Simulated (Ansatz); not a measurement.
## Ti under changes of volume

One of the cells (17.676 Å³/atom); the others are scaled copies at fixed shape and fractional positions:

```
Ti
1.0
    -1.64100    1.64100    1.64100
     1.64100   -1.64100    1.64100
     1.64100    1.64100   -1.64100
Ti
1
Cartesian
  0.0000 0.0000 0.0000
```

This isn't the form of Ti at room conditions, which is hcp.

- Program: Ansatz 0.2.0
- Functional: HSE06
- Potentials or basis: Ansatz PAW
- Cutoff: 420 eV (not typed: the program's choice for these potentials)
- k mesh: 8 × 8 × 8
- Occupations: fermi-dirac, width 0.05 eV
- Spin: no spin polarisation

```tsv
volume (Å³/atom)	energy over the lowest point (meV/atom)	pressure (GPa)
16.616	6.85	4.1
16.969	?	?
17.323	0.00	-0.9
17.676	4.78	-3.1
18.030	14.31	-5.1
18.383	27.96	-6.8
18.737	45.21	-8.5
```

Q: What does the run at 16.969 Å³/atom give?

A: Energy over the lowest point 0.60 meV/atom; pressure 1.5 GPa.

Worked out: A Birch-Murnaghan fit of order 3 (a polynomial in V^(-2/3)) to the other rows has its minimum at 17.17 Å³/atom with B0 = V·E''(V) = 122 GPa and B' = 5.0. It gives 0.43 meV/atom at 16.969 Å³/atom, against the run's 0.60, and -dE/dV = 1.5 GPa, against 1.5.

Energies are extrapolated to zero smearing.

Caveats: the PAW data sets come from PBE, with cores solved anew for the run's functional, which leaves a small shift of forces and pressure; the thresholds are loose for stress.
